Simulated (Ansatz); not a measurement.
## KTaO3, element substitutions

The parent structure is KTaO3 in the cubic perovskite structure (space group Pm-3m, No. 221; a = 3.984 Å).

Each row replaces one element on all its sites; cell and atoms are relaxed.

Levels (all Ansatz, a program for electronic structure, PAW, earlier PAW set): PBEsol (420 eV, no SOC); r2SCAN (500 eV, no SOC).

Pressures by level, all at the geometries relaxed with PBEsol:

```tsv
case	PBEsol	r2SCAN
base	0.0 GPa	0.8 GPa
Ta → Hf	0.0 GPa	1.2 GPa
O → C	0.0 GPa	3.0 GPa
```

Other magnetic orders, which the real material may have, were not ruled out. Single points use the geometry relaxed with PBEsol. Their cutoffs differ, which shifts pressures a little. Stability against distortions was not tested. As relaxed here, KTaC3 is a hypothetical phase, not in the database extracts checked. For KHfO3 in this form, whether it has been made was not checked. Spin-polarised in the final run: PBEsol KHfO3 and r2SCAN KHfO3; the other runs are not. KTaC3 has a high density of states at the Fermi level and may be magnetic at this level.
